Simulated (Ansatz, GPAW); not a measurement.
This is a calculation of CdSe for GPAW 26.7.0 (ASE script). The cell is a database's computed one, not the measured one.

Contents of run.py:

```python
from ase.dft.bandgap import bandgap
from ase.io import read, write
from ase.units import Bohr, GPa
from gpaw import GPAW, PW, setup_paths
from gpaw.elf import elf_from_dft_calculation

setup_paths.insert(0, '.')

atoms = read('POSCAR')

calc = GPAW(mode=PW(600),
            xc='PBEsol',
            kpts={'size': (8, 8, 8), 'gamma': True},
            occupations={'name': 'methfessel-paxton', 'order': 0, 'width': 0.02},
            nbands=18,
            convergence={'density': 1e-05, 'energy': 1e-05},
            maxiter=150,
            txt='gpaw.txt')
atoms.calc = calc
energy = atoms.get_potential_energy()
forces = atoms.get_forces()
stress = atoms.get_stress()
calc.write('gs.gpw')
write('result.traj', atoms)
print(f'Energy: {energy:.6f} eV')
print('Forces (eV/A):')
print(forces.round(4))
print('Stress (GPa):', (stress / GPa).round(3))
print('Fermi level:', round(calc.get_fermi_level(), 4), 'eV')
print(f'Gap: {bandgap(calc)[0]:.4f} eV, direct: {bandgap(calc, direct=True)[0]:.4f} eV')

# fields on the real-space grid
write('density.cube', atoms, data=calc.get_pseudo_density() * Bohr**3)
write('potential.cube', atoms, data=calc.get_electrostatic_potential())
write('elf.cube', atoms, data=elf_from_dft_calculation(calc).data)
```

File POSCAR:

```
CdSe
1.0
    0.0000000000      3.0702711986      3.0702711986
    3.0702711986      0.0000000000      3.0702711986
    3.0702711986      3.0702711986      0.0000000000
Cd Se
1 1
Direct
    0.0000000000      0.0000000000      0.0000000000
    0.2500000000      0.2500000000      0.2500000000
```

Potentials or basis: PAW data sets generated in the run's folder for this functional, pw.

Command:

```sh
$ gpaw-setup -f PBEsol Cd Se
$ OMP_NUM_THREADS=1 python run.py
```

**Question.** Translate it to Ansatz 0.2.0. Potentials or basis there: all-electron LAPW, scalar-relativistic.

**Answer.** As run (cutoffs and basis follow the program's own potentials, and thresholds, step limits or extra output files can differ):

The input input.yaml:

```yaml
crystal:
  lattice:
    - [0.0, 3.0702711986, 3.0702711986]
    - [3.0702711986, 0.0, 3.0702711986]
    - [3.0702711986, 3.0702711986, 0.0]
  atoms:
    - { symbol: Cd, position: [0.0, 0.0, 0.0] }
    - { symbol: Se, position: [0.25, 0.25, 0.25] }
kpoints:
  mp_grid: { grid: [8, 8, 8] }
scf:
  occupations: { method: gaussian, width: 0.02 }
hamiltonian:
  xc: pbesol
  pseudopotentials: { kind: all_electron, lapw: { basis_error: 0.001 } }
output:
  forces: true
  stress: true
  eigenvalues: true
```

Potentials or basis: all-electron LAPW, scalar-relativistic.

Command:

```bash
$ ansatz run input.yaml --threads 1 --pin off --max-ram 3072MiB --backend cpu --events-out ev --progress --plain --runs-dir out
```

Both were run:

|  | GPAW | Ansatz |
| --- | --- | --- |
| Pressure | -1.6 GPa | -1.4 GPa |

Where Ansatz's input types no cutoff or centring, it takes its own default and a Γ-centred mesh.

Pressure is positive in compression.
